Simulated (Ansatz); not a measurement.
# K: a jump of H

All numbers below come from DFT PBE, scalar-relativistic, plane waves, PAW in Ansatz 0.2.0. Run with 420 eV cutoff, 2×2×2 k-mesh, shifted by half a step, Gaussian smearing of 0.10 eV, no spin polarisation.

In a supercell of 16 host sites, interstitial H hops to an equivalent place, moving 1.86 Å between the relaxed ends. Climbing-image nudged elastic band at fixed cell with images 0 (start) to 6 (end), the path measured over all atoms, converged to 0.05 eV/Å; the order of the saddle wasn't checked, and the small cell leaves errors of about a tenth of an eV. Zero-point motion and tunnelling, which matter for H, are left out.

Start:

```xyz
17
Lattice="10.5653 0.0000 0.0000 0.0000 10.5653 0.0000 0.0000 0.0000 10.5653" Properties=species:S:1:pos:R:3 pbc="T T T"
K     0.3669   -0.0051    0.0002
K     4.9164   -0.0055    0.0002
K    -0.1457    5.4841    0.0027
K     0.1393    0.1392    5.2824
K     2.6415    2.6465    2.2768
K     5.4285    5.4843    0.0028
K     5.1433    0.1390    5.2824
K     7.9239    2.5193    2.4933
K    -0.0682    5.0798    5.2816
K     2.6412    7.7421    2.8005
K     2.6415    2.6552    8.2793
K     5.3509    5.0800    5.2815
K     7.9240    8.1285    2.7196
K     7.9238    2.5214    8.0731
K     2.6413    7.7420    7.7683
K     7.9240    8.1266    7.8475
H     2.6413    1.3295   -0.0068
```

Atom 17 jumps to (1.329, 2.641, -0.007) Å.

Problem. Give the energy along the band and the structure at its top.

Solution.
```
image path (Å) E − E(0) (eV) H x (Å) H y (Å) H z (Å) force on H (eV/Å)
    0      0.00          0.000    2.641    1.329   -0.007               0.00
    1      0.59          0.012    2.615    1.550   -0.001               0.02
    2      1.18          0.045    2.542    1.853    0.000               0.03
    3      1.77          0.069    2.238    2.238   -0.001               0.00
    4      2.36          0.045    1.853    2.542    0.000               0.03
    5      2.95          0.012    1.550    2.615   -0.001               0.02
    6      3.54          0.000    1.329    2.641   -0.007               0.00
```

Barrier 0.07 eV. Image 3:
```xyz
17
Lattice="10.5653 0.0000 0.0000 0.0000 10.5653 0.0000 0.0000 0.0000 10.5653" Properties=species:S:1:pos:R:3 pbc="T T T"
K     0.3286    0.3286   -0.0004
K     4.7608    0.2266   -0.0005
K     0.2265    4.7608   -0.0005
K     0.0584    0.0584    5.2824
K     2.7078    2.7078    2.5966
K     5.3440    5.3440   -0.0004
K     5.1704   -0.1531    5.2823
K     7.7779    2.5049    2.6305
K    -0.1530    5.1704    5.2823
K     2.5049    7.7780    2.6305
K     2.7076    2.7076    7.9686
K     5.3746    5.3746    5.2823
K     8.0456    8.0456    2.4382
K     7.7780    2.5049    7.9340
K     2.5049    7.7780    7.9340
K     8.0457    8.0457    8.1264
H     2.2375    2.2375   -0.0007
```

Cost: 1 run of about 14 core-minutes, on Intel Xeon Platinum 8488C (Sapphire Rapids) (shared hosts).